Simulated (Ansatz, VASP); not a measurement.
This is a calculation of ZnSe (Stilleite) for Ansatz 0.2.0.

input.yaml

```yaml
crystal:
  lattice:
    - [0.0, 2.8338, 2.8338]
    - [2.8338, 0.0, 2.8338]
    - [2.8338, 2.8338, 0.0]
  atoms:
    - { symbol: Se, position: [0.75, 0.75, 0.75] }
    - { symbol: Zn, position: [0.0, 0.0, 0.0] }
kpoints:
  mp_grid: { grid: [4, 4, 4] }
scf:
  occupations: { method: fermi_dirac, width: 0.04 }
hamiltonian:
  xc: pbe
  pseudopotentials: { kind: all_electron, lapw: { basis_error: 0.003 } }
output:
  forces: true
  stress: true
  eigenvalues: true
```

Potentials or basis: all-electron LAPW, scalar-relativistic.

Command:

```console
$ ansatz run input.yaml --threads 1 --pin off --max-ram 3072MiB --backend cpu --events-out ev --progress --plain --runs-dir out
```

Translate it to VASP 6.6.1. Potentials there: VASP PAW PBE potentials, release 64 (Se, Zn).

As run (the cutoff follows the program's own potentials):

The input INCAR:

```
PREC     = Accurate       # precision mode
ENCUT    = 520            # plane-wave cutoff, eV
EDIFF    = 1E-6           # SCF threshold, eV
ISMEAR   = -1             # smearing method
SIGMA    = 0.04           # smearing width, eV
LREAL    = False          # projectors in reciprocal space
LASPH    = True           # aspherical terms in the spheres
NELM     = 80             # most SCF steps
ALGO     = Normal         # electronic algorithm
ISIF     = 2              # what is computed and relaxed
LWAVE    = False          # write WAVECAR
LCHARG   = False          # write CHGCAR
GGA      = PE             # functional
NBANDS   = 16             # bands
```

File KPOINTS:

```
regular mesh
0
Gamma
  4 4 4
```

POSCAR

```
ZnSe
1.0
    0.0000000000      2.8338000000      2.8338000000
    2.8338000000      0.0000000000      2.8338000000
    2.8338000000      2.8338000000      0.0000000000
Se Zn
1 1
Direct
    0.7500000000      0.7500000000      0.7500000000
    0.0000000000      0.0000000000      0.0000000000
```

Potentials or basis: VASP PAW PBE potentials, release 64 (Se, Zn).

The run is started by

```console
$ cat potpaw_PBE.64/Se/POTCAR potpaw_PBE.64/Zn/POTCAR > POTCAR
$ mpirun -np 1 vasp_std > vasp.out
```

Both were run:

|  | VASP | Ansatz | Ansatz less VASP |
| --- | --- | --- | --- |
| gap on the k mesh at the Fermi level (eV) | 1.28 | 1.28 | +0.001 |
| least direct gap on the mesh (eV) | 1.28 | 1.28 | +0.001 |
| pressure (GPa) | 2.7 | 2.5 | -0.22 |

Ansatz ran all-electron here, so the differences hold the error of VASP's frozen core and of both bases.

Caveats: the k mesh is coarse (spacing up to 0.48 Å⁻¹), so the values aren't converged. PBE gaps usually lie below the measured ones, often by a third to a half.
